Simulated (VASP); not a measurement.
Runs of VASP 6.6.1 on WC (Qusongite). Symmetry: P-6m2, No. 187, hexagonal system. Conventional cell: a = 2.907 Å, b = 2.907 Å, c = 2.837 Å, α = 90.00°, β = 90.00°, γ = 120.00°. W (site symmetry -6m2) has 6 C at 2.20 Å as nearest neighbours. C (site symmetry -6m2) is surrounded by 6 W at 2.20 Å. 

```csv
level,gap on the mesh (eV),pressure (GPa),relaxed volume (Å³/atom)
RPBE+D3(BJ),none,0.0,9.61
revPBE+D3,none,0.0,10.40
revPBE+D3(BJ),none,0.0,(a)
RPBE+D3,none,0.0,10.45
revPBE+D4,none,0.0,10.30
PBEsol+rVV10,none,0.0,10.30
PBEsol+D4,none,0.1,10.21
RPBE+D4,none,0.0,(b)
```

Alike in all rows: task relaxation of cell and atoms; potentials or basis VASP PAW PBE potentials, release 64 (W_sv, C); no spin polarisation; cell relaxed; k mesh 10 × 10 × 9; cutoff (eV) 600; smearing fermi-dirac 0.05 eV.

Problem. Estimate the missing entries.

Solution. (a) 10.27; (b) 10.29.

Caveats: the PAW data sets were made with another functional, which shifts forces and pressure a little; pairwise dispersion overbinds metals, which lowers pressure and volume.

A k mesh can miss the band edges, and the runs leave out spin-orbit coupling on W.

A gap of «none» marks a metal or a gap under the smearing width.

Runs at the PBE level aren't shown here.
